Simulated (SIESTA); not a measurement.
CdSe under changes of volume

One of the cells (29.521 Å³/atom); the others are scaled copies at fixed shape and fractional positions:

```xyz
2
Lattice="0.0000 3.0906 3.0906 3.0906 0.0000 3.0906 3.0906 3.0906 0.0000" Properties=species:S:1:pos:R:3 pbc="T T T"
Cd    0.0000    0.0000    0.0000
Se    1.5453    1.5453    1.5453
```

Measurements of this composition are mostly on another form, of space group No. 186.

```yaml
Program: SIESTA 5.4.2
Functional: PBE
Potentials_or_basis: PseudoDojo 0.4 standard (PBE files)
Basis: DZP (energy shift 0.002 Ry)
Grid_cutoff: 800 Ry
Energy_shift: 0.002 Ry
k_mesh: 8 × 8 × 8
Occupations: fermi-dirac, width 0.05 eV
Spin: no spin polarisation
```

| volume (Å³/atom) | energy over the lowest point (meV/atom) | pressure (GPa) | gap on the mesh (eV) |
| --- | --- | --- | --- |
| 27.206 | 49.62 | 6.1 | 0.98 |
| 27.784 | 30.46 | 4.6 | 0.93 |
| 28.363 | 16.31 | 3.3 | 0.87 |
| 29.521 | 1.83 | 1.0 | 0.76 |
| 30.100 | 0.00 | 0.0 | 0.71 |
| 30.679 | ? | ? | ? |

Problem. What does the run at 30.679 Å³/atom give?

Solution. Energy over the lowest point 1.41 meV/atom; pressure -0.8 GPa; gap on the mesh 0.66 eV.

Worked out: A Birch-Murnaghan fit of order 3 (a polynomial in V^(-2/3)) to the other rows has its minimum at 30.13 Å³/atom, just outside them, with B0 = V·E''(V) = 44 GPa and B' = 6.3. It gives 1.32 meV/atom at 30.679 Å³/atom, against the run's 1.41, and -dE/dV = -0.7 GPa, against -0.8. A straight line through the other rows of the gap, of slope -2.71 eV per unit of ln V (its deformation potential), extrapolates to 0.66 eV, against the run's 0.66.

Energies are extrapolated to zero smearing.

Caveats: semicore shells carry a single zeta, which can move pressures by several GPa and volumes by a few percent; the basis of atomic orbitals isn't converged, which shifts pressures, moduli and gaps.

A mesh can miss the band edges. Spin-orbit coupling on Cd, Se is left out.
